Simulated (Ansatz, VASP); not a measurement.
# Two plane-wave programs on CdTe

```
CELL_PARAMETERS angstrom
0.00000 3.20500 3.20500
3.20500 0.00000 3.20500
3.20500 3.20500 0.00000
ATOMIC_POSITIONS crystal
Cd 0.00000 0.00000 0.00000
Te 0.25000 0.25000 0.25000
```

Alike in both runs: functional LDA; k mesh 8 × 8 × 8; occupations gaussian, width 0.02 eV; no spin polarisation.

Ansatz relaxed the structure, and its values are those at the end. VASP's run is a single point on that final structure, the one shown.

|  | VASP | Ansatz |
| --- | --- | --- |
| version | VASP 6.6.1 | Ansatz 0.2.0 |
| potentials or method | VASP PAW LDA potentials, release 64 (Cd, Te) | scalar-relativistic, plane waves, PAW |
| plane-wave cutoff (eV) | 520 | 420 |
| valence electrons in the cell | 18 | 36 |

```tsv
	VASP	Ansatz	Ansatz less VASP
gap on the k mesh at the Fermi level (eV)	0.65	0.61	-0.042
least direct gap on the mesh (eV)	0.65	0.61	-0.042
pressure (GPa)	0.2	0.0	-0.25
```

The two sets of potentials don't hold the same shells in valence.

Caveats: spin-orbit coupling is left out, which moves the levels of the heavy elements. Expect the measured gap to be larger: semilocal functionals such as LDA lack the derivative discontinuity.
